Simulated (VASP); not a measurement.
# BN (Qingsongite) (F-43m) in VASP: settings compared

Aim: see how the results for BN (Qingsongite) move with the level of theory and the settings. Levels: r2SCAN, PBE0. Tasks: single point.

Program: VASP 6.6.1. These are calculated values, not measurements. Logs are shortened: lines on timing, memory, paths and dates and some standing lists are left out, and cuts for length are marked.

**Measured values to compare with.**

A printed reference work, monograph reports, for a bulk crystal of BN at 300 K: band gap 6.4 eV (indirect).

How close the calculation comes is told below.

## 1. The cell of the first run

Symmetry: F-43m, No. 216, cubic system. The conventional cell has a = 3.633 Å, b = 3.633 Å, c = 3.633 Å, α = 90.00°, β = 90.00°, γ = 90.00°. B (site symmetry -43m) has 4 N at 1.57 Å within 2.1 Å. Within 2.1 Å of N (site symmetry -43m) lie 4 B at 1.57 Å.

## 2. Single point, r2SCAN

Input file POSCAR:

```
BN
1.0
    0.0000000000      1.8163717900      1.8163717900
    1.8163717900      0.0000000000      1.8163717900
    1.8163717900      1.8163717900      0.0000000000
B N
1 1
Direct
    0.0000000000      0.0000000000      0.0000000000
    0.2500000000      0.2500000000      0.2500000000
```

Input file INCAR.step1:

```
SYSTEM = BN
PREC = Accurate
ENCUT = 910
ISMEAR = -1
SIGMA = 0.02
LREAL = .FALSE.
LASPH = .TRUE.
NELM = 120
NBANDS = 11
GGA = PE
ALGO = Normal
EDIFF = 1E-5
LWAVE = .TRUE.
LCHARG = .FALSE.
GGA_COMPAT = .FALSE.
```

Input file INCAR.step2:

```
SYSTEM = BN
PREC = Accurate
ENCUT = 910
EDIFF = 1E-6
ISMEAR = -1
SIGMA = 0.02
LREAL = .FALSE.
LASPH = .TRUE.
NELM = 120
ALGO = Normal
ISIF = 2
LWAVE = .FALSE.
LCHARG = .FALSE.
METAGGA = R2SCAN
LMIXTAU = .TRUE.
NBANDS = 11
ISTART = 1
GGA_COMPAT = .FALSE.
```

Input file KPOINTS:

```
Automatic mesh
0
G
  14 14 14
  0 0 0
```

Potentials or basis: VASP PAW PBE potentials, release 64 (B_h, N_h).

Started as:

```
cat potpaw_PBE.64/B_h/POTCAR potpaw_PBE.64/N_h/POTCAR > POTCAR
cp INCAR.step1 INCAR
mpirun -np 1 vasp_std > vasp.out
cp INCAR.step2 INCAR
mpirun -np 1 vasp_std > vasp.out
```

OUTCAR:

```text
SYSTEM = BN
   PREC = Accurate
   ENCUT = 910
   EDIFF = 1E-6
   ISMEAR = -1
   LREAL = .FALSE.
   LASPH = .TRUE.
   NELM = 120
   ISIF = 2
   METAGGA = R2SCAN
   ISTART = 1

 ion  position               nearest neighbor table
   1  0.000  0.000  0.000-
   2  0.250  0.250  0.250-

  LATTYP: Found a face centered cubic cell.
 ALAT       =     3.6327435800

  Lattice vectors:

 A1 = (   0.0000000000,   1.8163717900,   1.8163717900)
 A2 = (   1.8163717900,   0.0000000000,   1.8163717900)
 A3 = (   1.8163717900,   1.8163717900,   0.0000000000)

Analysis of symmetry for initial positions (statically):
=====================================================================
 Subroutine PRICEL returns:
 Original cell was already a primitive cell.

 Routine SETGRP: Setting up the symmetry group for a
 face centered cubic supercell.

 Subroutine GETGRP returns: Found 24 space group operations
 (whereof 24 operations were pure point group operations)
 out of a pool of 48 trial point group operations.

The static configuration has the point symmetry T_d .

Analysis of symmetry for dynamics (positions and initial velocities):
=====================================================================
 Subroutine PRICEL returns:
 Original cell was already a primitive cell.

 Routine SETGRP: Setting up the symmetry group for a
 face centered cubic supercell.

 Subroutine GETGRP returns: Found 24 space group operations
 (whereof 24 operations were pure point group operations)
 out of a pool of 48 trial point group operations.

The dynamic configuration has the point symmetry T_d .

 Subroutine INISYM returns: Found 24 space group operations
 (whereof 24 operations are pure point group operations),
 and found     1 'primitive' translations

----------------------------------------------------------------------------------------

                                     Primitive cell

  volume of cell :      11.9852

  direct lattice vectors                    reciprocal lattice vectors
     0.000000000  1.816371790  1.816371790    -0.275274040  0.275274040  0.275274040
     1.816371790  0.000000000  1.816371790     0.275274040 -0.275274040  0.275274040
     1.816371790  1.816371790  0.000000000     0.275274040  0.275274040 -0.275274040

  length of vectors
     2.568737620  2.568737620  2.568737620     0.476788623  0.476788623  0.476788623

  position of ions in fractional coordinates (direct lattice)
     0.000000000  0.000000000  0.000000000
     0.250000000  0.250000000  0.250000000

  ion indices of the primitive-cell ions
   primitive index   ion index
                 1           1
                 2           2

----------------------------------------------------------------------------------------

 KPOINTS: Automatic mesh

Automatic generation of k-mesh.
 Grid dimensions read from file:
 generate k-points for:   14   14   14

 Generating k-lattice:

  Cartesian coordinates                     Fractional coordinates (reciprocal lattice)
    -0.019662431  0.019662431  0.019662431     0.071428571  0.000000000  0.000000000
     0.019662431 -0.019662431  0.019662431     0.000000000  0.071428571  0.000000000
     0.019662431  0.019662431 -0.019662431     0.000000000  0.000000000  0.071428571

  Length of vectors
     0.034056330  0.034056330  0.034056330

  Shift w.r.t. Gamma in fractional coordinates (k-lattice)
     0.000000000  0.000000000  0.000000000

 Subroutine IBZKPT returns following result:
 ===========================================

 Found    104 irreducible k-points:

 Following reciprocal coordinates:
            Coordinates               Weight
  0.000000  0.000000  0.000000      1.000000
  0.071429  0.000000  0.000000      8.000000
  0.142857  0.000000  0.000000      8.000000
  0.214286  0.000000  0.000000      8.000000
  0.285714  0.000000  0.000000      8.000000
  0.357143  0.000000  0.000000      8.000000
[... 16 lines left out ...]
  0.214286  0.142857  0.000000     24.000000
  0.285714  0.142857  0.000000     24.000000
 [... further k-points ...]
   k-points           NKPTS =    104   k-points in BZ     NKDIM =    104   number of bands    NBANDS=     11
   number of dos      NEDOS =    301   number of ions     NIONS =      2
   total plane-waves  NPLWV =  21952
   dimension x,y,z NGX =    28 NGY =   28 NGZ =   28
   dimension x,y,z NGXF=    56 NGYF=   56 NGZF=   56
   ions per type =               1   1
   NGX,Y,Z   is equivalent  to a cutoff of  18.12, 18.12, 18.12 a.u.
   NGXF,Y,Z  is equivalent  to a cutoff of  36.24, 36.24, 36.24 a.u.
 SYSTEM =  BN
   PREC   = accura    normal or accurate (medium, high low for compatibility)
   ISTART =      1    job   : 0-new  1-cont  2-samecut
   ICHARG =      0    charge: 1-file 2-atom 10-const
   ISPIN  =      1    spin polarized calculation?
   LNONCOLLINEAR =      F non collinear calculations
   LSORBIT =      F    spin-orbit coupling
   LASPH  =      T    aspherical Exc in radial PAW
   ENCUT  =  910.0 eV  66.88 Ry    8.18 a.u.   6.32  6.32  6.32*2*pi/ulx,y,z
   NELM   =    120;   NELMIN=  2; NELMDL=  0     # of ELM steps
   EDIFF  = 0.1E-05   stopping-criterion for ELM
   LREAL  =      F    real-space projection
   EDIFFG = 0.1E-04   stopping-criterion for IOM
   NSW    =      0    number of steps for IOM
   IBRION =     -1    ionic relax: 0-MD 1-quasi-New 2-CG
   NFREE  =      0    steps in history (QN), initial steepest desc. (CG)
   ISIF   =      2    stress and relaxation
   ISYM   =      2    0-nonsym 1-usesym 2-fastsym
   POTIM  = 0.5000    time-step for ionic-motion
   TEBEG  =    0.0;   TEEND  =   0.0 temperature during run
   PSTRESS=    0.0 pullay stress
   NELECT =       8.0000    total number of electrons
   NUPDOWN=      -1.0000    fix difference up-down
   EMIN   =  10.00;   EMAX   =-10.00  energy-range for DOS
   EFERMI =   0.00;   METHOD = LEGACY
   ISMEAR =    -1;   SIGMA  =   0.02  broadening in eV -4-tet -1-fermi 0-gaus
   EFERMI_NEDOS =   21; number of points for ismear=-14 and -15
   IALGO  =     38    algorithm
   IMIX   =      4    mixing-type and parameters
     AMIX     =   0.40;   BMIX     =  1.00
     AMIX_MAG =   1.60;   BMIX_MAG =  1.00
  volume/ion in A,a.u.               =       5.99        40.44
  Fermi-wavevector in a.u.,A,eV,Ry     =   1.430727  2.703682 27.850847  2.046979
  Thomas-Fermi vector in A             =   2.550541
   LORBIT       =      0    0 simple, 1 ext, 2 COOP (PROOUT), +10 PAW based schemes
   METAGGA = R2SCAN    functional components
   LHFCALC =     F    Hartree Fock is set to
   AEXX    =    0.0000 exact exchange contribution
   IVDW    =     0    specifies the selected vdW correction
   LEPSILON=     F    determine dielectric tensor
   LRPA    =     F    only Hartree local field effects (RPA)
 non-spin polarized calculation
  energy-cutoff  :      910.00
  volume of cell :       11.99
 maximum number of plane-waves:       760
 NGX is ok and might be reduce to    28
   NGX = 13   NGY = 13   NGZ = 13

 number of electron       8.0000000 magnetization

 Free energy of the ion-electron system (eV)
  ---------------------------------------------------
  ext. energy  EPLUGINS =         0.00000000
  ---------------------------------------------------
  free energy    TOTEN  =       -19.19442690 eV

  energy without entropy =      -19.19442690  energy(sigma->0) =      -19.19442690

 E-fermi :   9.0773     XC(G=0): -13.6780

 val. band max:        8.7209581510   @ k =   0.0000   0.0000   0.0000
 cond. band min:      13.6932560467   @ k =   0.5000   0.5000   0.0000
 fundamental gap:      4.9722978957
 Fermi energy:         9.0773054681

 k-point     1 :       0.0000    0.0000    0.0000
  band No.  band energies     occupation
      1     -12.3948      2.00000
      2       8.7210      2.00000
      3       8.7210      2.00000
      4       8.7210      2.00000
      5      18.1966      0.00000
      6      18.1966      0.00000
      7      18.1966      0.00000
      8      19.5312      0.00000
      9      34.5732      0.00000
     10      37.2433      0.00000
     11      37.2433      0.00000

 k-point     2 :       0.0714    0.0000    0.0000
  band No.  band energies     occupation
      1     -12.2679      2.00000
      2       8.0136      2.00000
      3       8.5847      2.00000
      4       8.5847      2.00000
      5      18.3499      0.00000
      6      18.4077      0.00000
      7      18.4077      0.00000
      8      19.9825      0.00000
      9      34.4559      0.00000
     10      35.4818      0.00000
     11      35.4818      0.00000

 k-point     3 :       0.1429    0.0000    0.0000
  band No.  band energies     occupation
      1     -11.8905      2.00000
      2       6.2965      2.00000
      3       8.2348      2.00000
      4       8.2348      2.00000
      5      18.5809      0.00000
      6      18.9340      0.00000
      7      18.9340      0.00000
      8      21.1408      0.00000
      9      33.9355      0.00000
     10      33.9355      0.00000
     11      34.0711      0.00000

 k-point     4 :       0.2143    0.0000    0.0000
  band No.  band energies     occupation
      1     -11.2759      2.00000
      2       4.1670      2.00000
      3       7.7931      2.00000
      4       7.7931      2.00000
      5      18.7975      0.00000
      6      19.5247      0.00000
      7      19.5247      0.00000
      8      22.4621      0.00000
      9      33.2106      0.00000
     10      33.2106      0.00000
     11      33.5500      0.00000
[... 239 lines left out ...]
 k-point    22 :       0.1429    0.1429    0.0000
  band No.  band energies     occupation
      1     -11.7231      2.00000
      2       7.0437      2.00000
      3       7.3209      2.00000
      4       7.3209      2.00000
      5      17.3305      0.00000
      6      20.1917      0.00000
      7      20.1917      0.00000
      8      20.9653      0.00000
      9      29.7220      0.00000
     10      35.9673      0.00000
     11      38.2064      0.00000

 k-point    23 :       0.2143    0.1429    0.0000
  band No.  band energies     occupation
      1     -11.2715      2.00000
      2       5.4736      2.00000
      3       6.7803      2.00000
      4       7.1634      2.00000
      5      17.2578      0.00000
      6      20.7036      0.00000
      7      21.0224      0.00000
      8      21.6557      0.00000
      9      28.8192      0.00000
     10      36.2543      0.00000
     11      37.5406      0.00000

 k-point    24 :       0.2857    0.1429    0.0000
  band No.  band energies     occupation
      1     -10.5956      2.00000
      2       3.5088      2.00000
      3       6.3331      2.00000
      4       6.8035      2.00000
      5      17.5789      0.00000
      6      21.0237      0.00000
      7      21.6545      0.00000
      8      22.2648      0.00000
      9      28.9980      0.00000
     10      36.1938      0.00000
     11      37.0872      0.00000

 [... further k-points ...]

------------------------ aborting loop because EDIFF is reached ----------------------------------------

  FORCE on cell =-STRESS in cart. coord.  units (eV):
  Direction    XX          YY          ZZ          XY          YZ          ZX
  --------------------------------------------------------------------------------------
  -------------------------------------------------------------------------------------
  Total       -0.5797814     -0.5797814     -0.5797814      0.0000000      0.0000000      0.0000000
  in kB      -77.5051602    -77.5051602    -77.5051602      0.0000000      0.0000000      0.0000000
  external PRESSURE =     -77.5051602 kB  Pullay stress =       0.0000000 kB

 VOLUME and BASIS-vectors are now :
 -----------------------------------------------------------------------------
  energy-cutoff  :      910.00
  volume of cell :       11.99
      direct lattice vectors                 reciprocal lattice vectors
     0.000000000  1.816371790  1.816371790    -0.275274040  0.275274040  0.275274040
     1.816371790  0.000000000  1.816371790     0.275274040 -0.275274040  0.275274040
     1.816371790  1.816371790  0.000000000     0.275274040  0.275274040 -0.275274040

 POSITION                                       TOTAL-FORCE (eV/Angst)
 -----------------------------------------------------------------------------------
      0.00000      0.00000      0.00000         0.000000     -0.000000      0.000000
      0.90819      0.90819      0.90819        -0.000000      0.000000     -0.000000
 -----------------------------------------------------------------------------------
    total drift:                                0.000000      0.000000      0.000000

  FREE ENERGIE OF THE ION-ELECTRON SYSTEM (eV)
  ---------------------------------------------------
  free  energy   TOTEN  =       -19.1944268957 eV

  energy  without entropy=      -19.1944268957  energy(sigma->0) =      -19.19442690
```

Wall time 2.4 min (1 thread of Intel Xeon Platinum 8259CL at 2.50GHz (Skylake/Cascade Lake), shared host); peak memory 0.17 GiB.

Results:

| Item | Value |
| --- | --- |
| Free energy | -19.1944 eV |
| Pressure | -7.8 GPa |
| Band gap on the k mesh | 4.97 eV, indirect (least direct gap 9.48 eV) |

Caveat: the cutoff is under 1.25 times the usual one of these potentials, so pressure, stress and relaxed cells hold a basis-set (Pulay) error; the PAW data sets were made with another functional, which shifts forces and pressure a little. r2SCAN opens gaps a little over a GGA but as a rule still falls short of measured ones.

## 3. Single point, r2SCAN

This run uses another cell than the first one, of 5.88 Å³/atom, 0.980 times its volume.

Input file POSCAR:

```
BN
1.0
    0.0000000000      1.8044216301      1.8044216301
    1.8044216301      0.0000000000      1.8044216301
    1.8044216301      1.8044216301      0.0000000000
B N
1 1
Direct
    0.0000000000      0.0000000000      0.0000000000
    0.2500000000      0.2500000000      0.2500000000
```

Input file INCAR.step1:

```
PREC = Accurate
ENCUT = 910
ISMEAR = -1
SIGMA = 0.02
LREAL = False
LASPH = True
NELM = 120
NBANDS = 11
GGA = PE
ALGO = Normal
EDIFF = 1E-5
LWAVE = True
LCHARG = False
GGA_COMPAT = False
```

Input file INCAR.step2:

```
PREC = Accurate
ENCUT = 910
EDIFF = 1E-6
ISMEAR = -1
SIGMA = 0.02
LREAL = False
LASPH = True
NELM = 120
ALGO = Normal
ISIF = 2
LWAVE = False
LCHARG = True
METAGGA = R2SCAN
LMIXTAU = True
LELF = True
LVHAR = True
NBANDS = 11
ISTART = 1
GGA_COMPAT = False
```

Input file KPOINTS:

```
regular mesh
0
Gamma
  12 12 12
```

Potentials or basis: VASP PAW PBE potentials, release 64 (B_h, N_h).

Started as:

```
cat potpaw_PBE.64/B_h/POTCAR potpaw_PBE.64/N_h/POTCAR > POTCAR
cp INCAR.step1 INCAR
mpirun -np 1 vasp_std > vasp.out
cp INCAR.step2 INCAR
mpirun -np 1 vasp_std > vasp.out
```

Run time: 59 s. Hardware: 1 thread of Intel Xeon Platinum 8375C at 2.90GHz (Ice Lake), shared host; peak memory 0.16 GiB.

The run converged. Its results:

```yaml
Free_energy: -19.1998 eV
Pressure: -0.3 GPa
Band_gap_on_the_k_mesh: 5.00 eV, indirect (least direct gap 9.57 eV)
```

Levels at points of the mesh, in eV from the valence-band top:
| k point | band 2 | band 3 | band 4 | band 5 | band 6 | band 7 |
| --- | --- | --- | --- | --- | --- | --- |
| (0.00, 0.00, 0.00) | 0.00 | 0.00 | 0.00 | 9.57 | 9.57 | 9.57 |
| (0.50, 0.00, 0.00) | -11.12 | -2.02 | -2.02 | 10.85 | 11.52 | 11.52 |
| (0.50, 0.50, 0.00) | -9.35 | -5.11 | -5.11 | 5.00 | 9.85 | 19.37 |

Caveat: the cutoff is under 1.25 times the usual one of these potentials, so pressure, stress and relaxed cells hold a basis-set (Pulay) error; the PAW data sets were made with another functional, which shifts forces and pressure a little.

[end of part 1 of 2]
